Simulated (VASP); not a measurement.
# MgS (110), 5 units in VASP, part 2 of 4

How does MgS (110), 5 units behave as a surface?

VASP 6.6.1; PBE; plane waves and PAW (Mg, S).

So far. Step 2 (Surface relaxation): The run ended after 7 ionic steps, 0.331 eV below its first step, once the forces on the free atoms met EDIFFG = -0.03.

### Step 3. Potential and states of the slab

A static run writes the electrostatic potential without exchange and correlation (LVHAR), which is flat in the vacuum and gives the level to count from. The dipole correction cancels the field that unlike faces would set up across the vacuum.

INCAR reads:

```
SYSTEM = MgS
PREC = Normal
ENCUT = 300
EDIFF = 1E-06
NELM = 120
ISMEAR = 0
SIGMA = 0.05
LREAL = .FALSE.
ALGO = Fast
GGA = PE
NBANDS = 44
LORBIT = 11
LWAVE = .FALSE.
LCHARG = .TRUE.
LASPH = .TRUE.
IDIPOL = 3
LDIPOL = .TRUE.
DIPOL = 0.5 0.5 0.5
LVHAR = .TRUE.
LVACPOTAV = .TRUE.
LELF = .TRUE.
NEDOS = 1500
```

POSCAR reads:

```
MgS
1.0
    3.6769552600      0.0000000000      0.0000000000
    0.0000000000      5.2000000000      0.0000000000
    0.0000000000      0.0000000000     25.3539105243
Mg S
5 5
Direct
    0.5000000000      0.5000000000      0.3631258106
    0.0000000000      0.0000000000      0.4214746711
    0.5000000000      0.5000000000      0.5000000000
    0.0000000000      0.0000000000      0.5785253289
    0.5000000000      0.5000000000      0.6368741894
    0.5000000000      0.0000000000      0.3520506872
    0.0000000000      0.5000000000      0.4273755757
    0.5000000000      0.0000000000      0.5000000000
    0.0000000000      0.5000000000      0.5726244243
    0.5000000000      0.0000000000      0.6479493128
```

KPOINTS reads:

```
Automatic mesh
0
Gamma
8 6 1
0 0 0
```

The projector-augmented-wave data sets are Mg and S (PBE family, release 64).

Run with:

```bash
$ mpirun -np 4 vasp_std
```

The program printed:

```text
[banner, memory and clock lines left out]
running    4 mpi-ranks, on    1 nodes
 distrk:  each k-point on    4 cores,    1 groups
 distr:  one band on    1 cores,    4 groups

 POSCAR found type information on POSCAR MgS
 POSCAR found :  2 types and      10 ions
 LDA part: xc-table for (Slater+PW92), standard interpolation
 POSCAR, INCAR and KPOINTS ok, starting setup
 FFT: planning ... GRIDC
 FFT: planning ... GRID_SOFT
 FFT: planning ... GRID
 WAVECAR not read
 entering main loop
       N       E                     dE             d eps       ncg     rms          rms(c)
DAV:   1     0.187213100107E+03    0.18721E+03   -0.94801E+03  1768   0.433E+02
DAV:   2    -0.131383793150E+02   -0.20035E+03   -0.18932E+03  2500   0.116E+02
DAV:   3    -0.426786901583E+02   -0.29540E+02   -0.29219E+02  2176   0.462E+01
DAV:   4    -0.435671357703E+02   -0.88845E+00   -0.88708E+00  2368   0.987E+00
DAV:   5    -0.435874231315E+02   -0.20287E-01   -0.20284E-01  2356   0.147E+00    0.104E+01
RMM:   6    -0.407150181566E+02    0.28724E+01   -0.33685E+00  2005   0.416E+00    0.776E+00
RMM:   7    -0.402920827540E+02    0.42294E+00   -0.20070E+00  2207   0.327E+00    0.457E+00
RMM:   8    -0.402844378099E+02    0.76449E-02   -0.29382E-01  2291   0.148E+00    0.146E+00
RMM:   9    -0.402624438201E+02    0.21994E-01   -0.53290E-02  2438   0.614E-01    0.356E-01
RMM:  10    -0.402675779408E+02   -0.51341E-02   -0.13197E-02  2334   0.315E-01    0.332E-01
RMM:  11    -0.402676444760E+02   -0.66535E-04   -0.18530E-03  2391   0.145E-01    0.968E-02
RMM:  12    -0.402682681130E+02   -0.62364E-03   -0.13337E-03  2396   0.103E-01    0.236E-01
RMM:  13    -0.402682981261E+02   -0.30013E-04   -0.25501E-04  2357   0.535E-02    0.436E-02
RMM:  14    -0.402685722617E+02   -0.27414E-03   -0.11095E-04  2406   0.326E-02    0.131E-02
RMM:  15    -0.402688582738E+02   -0.28601E-03   -0.52473E-05  2471   0.206E-02    0.127E-02
RMM:  16    -0.402689847132E+02   -0.12644E-03   -0.16332E-05  2434   0.108E-02    0.143E-02
RMM:  17    -0.402690748991E+02   -0.90186E-04   -0.96492E-06  2420   0.719E-03    0.218E-03
RMM:  18    -0.402690895564E+02   -0.14657E-04   -0.20128E-06  2169   0.343E-03    0.148E-03
RMM:  19    -0.402691024073E+02   -0.12851E-04   -0.95139E-07  2133   0.212E-03    0.123E-03
RMM:  20    -0.402691073515E+02   -0.49442E-05   -0.35190E-07  2005   0.126E-03    0.474E-04
RMM:  21    -0.402691102815E+02   -0.29300E-05   -0.19066E-07  1989   0.960E-04    0.567E-04
RMM:  22    -0.402691119349E+02   -0.16534E-05   -0.22055E-08  1632   0.554E-04    0.192E-04
RMM:  23    -0.402691131261E+02   -0.11912E-05   -0.99058E-09  1577   0.539E-04    0.271E-04
RMM:  24    -0.402691137959E+02   -0.66985E-06   -0.10165E-08  1619   0.530E-04
|                                                                             |
|           W    W    AA    RRRRR   N    N  II  N    N   GGGG   !!!           |
|           W    W   A  A   R    R  NN   N  II  NN   N  G    G  !!!           |
|           W    W  A    A  R    R  N N  N  II  N N  N  G       !!!           |
|           W WW W  AAAAAA  RRRRR   N  N N  II  N  N N  G  GGG   !            |
|           WW  WW  A    A  R   R   N   NN  II  N   NN  G    G                |
|           W    W  A    A  R    R  N    N  II  N    N   GGGG   !!!           |
|                                                                             |
|     Did not find any points to average over, which means that no vacuum     |
|     field-free region was found. Please increase the size of  your cell     |
|     in the dimension of the dipole correction to obtain accurate            |
|     workfunction values.                                                    |
|                                                                             |

   1 F= -.40269114E+02 E0= -.40269114E+02  d E =-.196415E-10
```

It took 23 s on 4 MPI ranks of Intel Xeon 6975P-C (Granite Rapids), shared host; peak memory 0.67 GiB.

From OUTCAR (step 3):

```text
The static configuration has the point symmetry D_2h.

 Found     20 irreducible k-points:

   k-points           NKPTS =     20   k-points in BZ     NKDIM =     20   number of bands    NBANDS=     44

   NELECT =      40.0000    total number of electrons

 E-fermi :  -1.3532

 k-point     1 :       0.0000    0.0000    0.0000
  band No.  band energies     occupation
    ...
     16      -2.5211      2.00000
     17      -2.4104      2.00000
     18      -2.0278      2.00000
     19      -1.5723      2.00000
     20      -1.5616      2.00000
     21      -0.1486      0.00000
     22       0.4925      0.00000
     23       1.4979      0.00000
     24       2.5324      0.00000
     25       2.5412      0.00000
    ...

 k-point     2 :       0.1250    0.0000    0.0000
  band No.  band energies     occupation
    ...
     16      -2.5242      2.00000
     17      -2.5127      2.00000
     18      -2.4900      2.00000
     19      -2.0850      2.00000
     20      -1.9711      2.00000
     21       0.1439      0.00000
     22       0.6203      0.00000
     23       2.0178      0.00000
     24       2.9449      0.00000
     25       3.0566      0.00000
    ...

  Total        4.4118111     -7.8390645     -0.2096387     -0.0000000      0.0000000      0.0000000
  in kB       14.5811187    -25.9082560     -0.6928600     -0.0000000      0.0000000      0.0000000
  external PRESSURE =      -4.0066658 kB  Pullay stress =       0.0000000 kB

 POSITION                                       TOTAL-FORCE (eV/Angst)
 -----------------------------------------------------------------------------------
      1.83848      2.60000      9.20666        -0.000000     -0.000000      0.009913
      0.00000      0.00000     10.68603         0.000000      0.000000      0.007074
      1.83848      2.60000     12.67696        -0.000000      0.000000      0.000000
      0.00000      0.00000     14.66788        -0.000000      0.000000     -0.007074
      1.83848      2.60000     16.14725        -0.000000      0.000000     -0.009913
      1.83848      0.00000      8.92586        -0.000000      0.000000     -0.013870
      0.00000      2.60000     10.83564        -0.000000      0.000000     -0.000839
      1.83848      0.00000     12.67696        -0.000000      0.000000      0.000000
      0.00000      2.60000     14.51827        -0.000000     -0.000000      0.000839
      1.83848      0.00000     16.42805        -0.000000      0.000000      0.013870
 -----------------------------------------------------------------------------------
    total drift:                                0.000000     -0.000000      0.000000

  FREE ENERGIE OF THE ION-ELECTRON SYSTEM (eV)
  ---------------------------------------------------
  free  energy   TOTEN  =       -40.2691137959 eV

  energy  without entropy=      -40.2691137959  energy(sigma->0) =      -40.26911380

 vacuum level on the upper side and lower side of the slab         3.380         3.380

[... 8 parts as in an earlier step ...]

[... 6 further parts left out ...]
```

Numbers from this step:

```
electronic cycles                                 : 24
Fermi energy                                      : -1.353 eV
vacuum levels                                     : 3.38, 3.38 eV
ionisation potentials of the upper and lower face : 4.942, 4.942 eV
electron affinities of the upper and lower face   : 3.529, 3.529 eV
```

The density of states has structure finer than the step of the table below, so its rows give means over 1 eV, whole bins alone (the curve runs from -12.0 to 9.30 eV). Peaks (eV: height): total -1.2: 12.0, 6.1: 17.4, 7.0: 16.2, 7.7: 15.6; Mg s 3.8: 1.34, 4.8: 0.742, 5.2: 0.549, 6.1: 0.549; Mg p 6.1: 0.775, 7.0: 1.04, 7.3: 0.852, 7.7: 0.710; S s -11.4: 5.42, -11.1: 6.68, -10.9: 6.78; S p -1.8: 4.61, -1.6: 5.39, -1.2: 5.56, -0.8: 5.12.

Means over bins of 0.083 eV. Table of density of states by energy, zero at the valence-band top; means over each step; values in states/eV/cell:

```csv
energy (eV),total,Mg s,Mg p,S s,S p
-11,5.27,0.0228,0.0284,3.39,0.00970
-10,0,0,0,0,0
-9,0,0,0,0,0
-8,0,0,0,0,0
-7,0,0,0,0,0
-6,0.0230,0.00192,1.7e-4,0,0.00683
-5,2.78,0.169,0.0406,0.0360,0.876
-4,5.70,0.243,0.112,0.102,1.91
-3,4.07,0.0973,0.0986,0.0635,1.56
-2,8.56,0.103,0.198,0.0434,3.70
-1,7.63,0.0335,0.101,0.0180,3.67
0,1.26,0.00355,0.0156,0.00253,0.658
1,0.0393,0.00635,5.4e-4,0.00436,0.00144
2,1.25,0.151,0.0390,0.0584,0.129
3,2.94,0.277,0.128,0.0713,0.218
4,3.22,0.379,0.141,0.102,0.174
5,8.01,0.485,0.295,0.303,0.462
6,8.44,0.291,0.344,0.121,0.531
7,10.9,0.169,0.633,0.138,0.633
8,9.67,0.133,0.530,0.0884,0.741
```

The planar average of the electrostatic potential oscillates, so the rows of the table below give means over windows of 1.88 Å about each position, cut where the curve ends. Its maxima inside the range that stand out by 2 % of the span (Å: eV): 9.9: -1.45, 11.7: 0.072, 13.6: 0.072, 15.5: -1.45. Its minima: 9.0: -8.17, 10.8: -8.61, 12.7: -8.42, 14.6: -8.61, 16.3: -8.17.

Zero at the Fermi level. Table of planar average of the electrostatic potential by height; means over each step:

height (Å), planar average of the electrostatic potential (eV) and a bar from the least value:
```
     0.94       4.74 ##############################
     2.82       4.74 ##############################
     4.70       4.74 ##############################
     6.58       4.63 ##############################
     8.46      -2.34 ########
    10.34      -4.92 
    12.22      -4.21 ##
    14.10      -4.35 ##
    15.98      -4.64 #
    17.86       3.34 ##########################
    19.74       4.73 ##############################
    21.62       4.74 ##############################
    23.50       4.74 ##############################
```

Density of states in the PAW spheres, an atom over height of the layer and energy from the Fermi level.

Values in states/eV, 22 rows by 9 columns, each cell a mean:
```
0.00 0.00 0.00 0.00 0.00 0.00 0.00 0.00 0.00
0.04 0.00 0.00 0.00 0.00 0.00 0.00 0.00 0.04
0.34 0.00 0.01 0.02 0.01 0.02 0.01 0.00 0.34
1.01 0.01 0.05 0.12 0.40 0.12 0.05 0.01 1.01
0.84 0.02 0.06 0.35 0.54 0.35 0.06 0.02 0.84
1.22 0.04 0.08 0.65 0.41 0.65 0.08 0.04 1.22
1.00 0.07 0.07 0.68 0.35 0.68 0.07 0.07 1.00
0.68 0.08 0.07 0.67 0.58 0.67 0.07 0.08 0.68
0.36 0.05 0.05 0.34 0.37 0.34 0.05 0.05 0.36
0.16 0.06 0.04 0.60 0.14 0.60 0.04 0.06 0.16
0.14 0.05 0.04 0.48 0.07 0.48 0.04 0.05 0.14
0.17 0.06 0.08 0.59 0.10 0.59 0.08 0.06 0.17
0.19 0.08 0.09 0.75 0.18 0.75 0.09 0.08 0.19
0.13 0.08 0.08 0.78 0.26 0.78 0.08 0.08 0.13
0.05 0.06 0.02 0.41 0.13 0.41 0.02 0.06 0.05
0.01 0.02 0.00 0.14 0.05 0.14 0.00 0.02 0.01
0.00 0.00 0.00 0.01 0.00 0.01 0.00 0.00 0.00
0.00 0.00 0.00 0.00 0.00 0.00 0.00 0.00 0.00
0.00 0.00 0.00 0.00 0.00 0.00 0.00 0.00 0.00
0.00 0.00 0.00 0.00 0.00 0.00 0.00 0.00 0.00
0.00 0.00 0.00 0.00 0.00 0.00 0.00 0.00 0.00
0.00 0.00 0.00 0.00 0.00 0.00 0.00 0.00 0.00
```
Columns: height of the layer (Å) from 8.9 to 16.4 (not evenly spaced); rows upwards: energy from the Fermi level (eV) from -7.9 to 0.5.

ELF in the cb plane at fractional x = 0.500, with atoms of Mg and S within 0.2 Å of it. It is the smooth field of the valence electrons, not physical close to the nuclei.

Values, 8 rows by 16 columns, each cell a mean:
```
0.00 0.00 0.00 0.00 0.00 0.14 0.60 0.83 0.71 0.48 0.45 0.75 0.79 0.30 0.63 0.69
0.00 0.00 0.00 0.00 0.03 0.08 0.47 0.82 0.74 0.22 0.21 0.77 0.68 0.11 0.35 0.80
0.00 0.00 0.00 0.00 0.09 0.04 0.27 0.65 0.38 0.08 0.07 0.33 0.24 0.06 0.10 0.50
0.00 0.00 0.00 0.00 0.01 0.04 0.07 0.15 0.02 0.09 0.11 0.02 0.04 0.12 0.07 0.04
0.00 0.00 0.00 0.00 0.00 0.01 0.11 0.30 0.08 0.08 0.09 0.05 0.05 0.10 0.06 0.14
0.00 0.00 0.00 0.00 0.10 0.05 0.35 0.74 0.54 0.09 0.08 0.52 0.40 0.05 0.16 0.65
0.00 0.00 0.00 0.00 0.06 0.11 0.52 0.84 0.79 0.32 0.30 0.82 0.76 0.17 0.46 0.82
0.00 0.00 0.00 0.00 0.00 0.10 0.63 0.80 0.62 0.52 0.49 0.65 0.75 0.34 0.67 0.56
```
Columns run along c (16.0 Å, from fractional 0.04 to 0.67 of the cell), rows up along b (5.2 Å). Atoms in or near the plane, at fractional coordinates: Mg at (0.36, 0.50), Mg at (0.50, 0.50), Mg at (0.64, 0.50), S at (0.35, 0.00), S at (0.50, 0.00), S at (0.65, 0.00).

Valence density in the cb plane at fractional x = 0.500, with atoms of Mg and S within 0.2 Å of it. It is the smooth field of the valence electrons, not physical close to the nuclei.

Ten even steps from '0' (0.0 e/Å³) to '9' (1.1 e/Å³), each cell a mean:
```
00000000000000000014976962101389597310127968
00000000000000000013699741001258985200014799
00000000000000000001344321000124542100012344
00000000000000000000122110000011211000001121
00000000000000000000000000000000000000000000
00000000000000000000000000000000000000000000
00000000000000000000000000000000000000000000
00000000000000000000000000000000000000000000
00000000000000000000000000000000000000000000
00000000000000000000111100000001110000000111
00000000000000000001233210000012321000001233
00000000000000000002477521000136763100013577
00000000000000000014899952001379996210125999
00000000000000000015942972101497188310137925
```
Columns run along c (16.0 Å, from fractional 0.04 to 0.67 of the cell), rows up along b (5.2 Å). Atoms in or near the plane, at fractional coordinates: Mg at (0.36, 0.50), Mg at (0.50, 0.50), Mg at (0.64, 0.50), S at (0.35, 0.00), S at (0.50, 0.00), S at (0.65, 0.00).

Electrostatic potential energy in the cb plane at fractional x = 0.500, with atoms of Mg and S within 0.2 Å of it. With pseudopotentials it is smooth inside the atoms' cores, unlike the true potential.

Ten even steps from '0' (-69 eV) to '9' (4 eV), each cell a mean:
```
99999999999999999998400289999950006999997100
99999999999999999999744799999985368999999644
99999999999999999999988999999998899999999988
99999999999999999999999999999999999999999999
99999999999999999999987789999988788999998778
99999999999999999999866678999876667999987667
99999999999999999998765568999876567899986556
99999999999999999998765668999876567899986656
99999999999999999999877788999987778999987777
99999999999999999999988899999998889999999888
99999999999999999999999999999999999999999999
99999999999999999999877899999997689999999877
99999999999999999999511489999972027999998311
99999999999999999998200179999940005999997000
```
Columns run along c (16.0 Å, from fractional 0.04 to 0.67 of the cell; values clipped at the 3rd and 97th percentile), rows up along b (5.2 Å). Atoms in or near the plane, at fractional coordinates: Mg at (0.36, 0.50), Mg at (0.50, 0.50), Mg at (0.64, 0.50), S at (0.35, 0.00), S at (0.50, 0.00), S at (0.65, 0.00).

The density of states holds every band computed, so its fall toward the upper end of the range is no gap.

The map of layer states is cut here 0.5 eV above the Fermi level, so it leaves out the states above that.

The vacuum level lies 4.94 eV above the highest filled level at the upper face; both faces agree, as the slab has next to no dipole.

The program found no field-free point at its default tolerance, but its printed level agrees with the flat part of the planar average.

(Part 2 of 4 ends here.)

[Lines on the potential files, build, host, timing and source positions are cut from VASP's logs without a mark.]

[Logs are printed without paths, hosts, clocks, repeated set-up lines and the standing remarks that a program may print on its own settings, such as how far it seeks lower states.]

[Hosts, paths, dates, database ids (printed as entryN), source tags and the programs' standing remarks are cut or masked in the printed files.]

[In band tables of VASP the shares of atoms and orbitals are scaled to a sum of 1 inside the atoms' spheres.]

[Runs that stopped without an error message from VASP are left out.]
